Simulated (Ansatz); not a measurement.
**GaSb: a tetragonal deformation path**

An exercise on one series of results from a longer session: the logs are not shown, and one member is left open.

The COD entry's cell or inner coordinates are ideal or old and differ from later refinements, so a difference from it is no clean test against experiment.

Computed with Ansatz 0.2.0 (DFT PBEsol, scalar-relativistic, plane waves, PAW, unless a step's input says otherwise).

## The starting structure

Symmetry: F-43m, No. 216, cubic system. The conventional cell has a = 6.118 Å, b = 6.118 Å, c = 6.118 Å, α = 90.00°, β = 90.00°, γ = 90.00°. Ga (site symmetry -43m) is surrounded by 4 Sb at 2.65 Å. Sb (site symmetry -43m) is surrounded by 4 Ga at 2.65 Å.

Coordinates:

```
CELL_PARAMETERS angstrom
0.00000 3.05900 3.05900
3.05900 0.00000 3.05900
3.05900 3.05900 0.00000
ATOMIC_POSITIONS crystal
Ga 0.00000 0.00000 0.00000
Sb 0.75000 0.75000 0.75000
```

No relaxation comes first: the listed cell is the starting point.

Set-up of the first run:

File input.yaml:

```yaml
crystal:
  lattice:
    - [0.0, 3.059, 3.059]
    - [3.059, 0.0, 3.059]
    - [3.059, 3.059, 0.0]
  atoms:
    - { symbol: Ga, position: [0.0, 0.0, 0.0] }
    - { symbol: Sb, position: [0.75, 0.75, 0.75] }
basis:
  ecutwfc: 420
kpoints:
  mp_grid: { grid: [16, 16, 16] }
hamiltonian:
  xc: pbesol
scf:
  occupations: { method: gaussian, width: 0.15 }
output:
  forces: true
  stress: true
  eigenvalues: true
```

Run with:

```sh
> ansatz run input.yaml --threads 1 --pin off --max-ram 2560MiB --backend cpu --events-out ev --progress --plain --runs-dir out
```

Steps of the session up to this table: The reference: the undisturbed cell on the scan's mesh; At ρ = 0.707; ρ = 1.414; At ρ = 0.850; Point ρ = 1.200; At ρ = 0.780; At ρ = 1.300; At ρ = 0.920; At ρ = 1.100; ρ = 0.650; ρ = 1.500; Point ρ = 0.960; ρ = 1.050.

One table of the session follows, with a row left open; its other results are not shown here.

It belongs to the step «The scan collected». 

| ρ | ΔE (meV/atom) | pressure (GPa) |
| --- | --- | --- |
| 0.650 | 218.1 | -3.1 |
| 0.707 | 167.2 | -2.1 |
| 0.780 | 106.0 | -1.1 |
| 0.850 | 54.1 | -0.5 |
| 0.920 | 16.3 | -0.2 |
| 0.960 | 4.1 | -0.2 |
| 1.000 | 0.0 | -0.2 |
| 1.050 | 6.6 | -0.2 |
| 1.100 | ? | ? |
| 1.200 | 102.9 | -0.2 |
| 1.300 | 212.5 | -0.2 |
| 1.414 | 337.1 | -0.4 |
| 1.500 | 404.6 | -0.8 |

**Question.** Estimate the row for ρ = 1.100.

Worked estimate for «ΔE (meV/atom)». A straight line through the neighbours (1.050, 6.6) and (1.200, 102.9) gives 6.6 + (102.9 − 6.6) × (1.100 − 1.050) / (1.200 − 1.050) = 38.7; a parabola fitted to 4 rows on both sides gives 29.8.

The run gave: ΔE (meV/atom): 26.5; pressure (GPa): -0.2. In «ΔE (meV/atom)» the line misses by +12.2 and the parabola by +3.3.
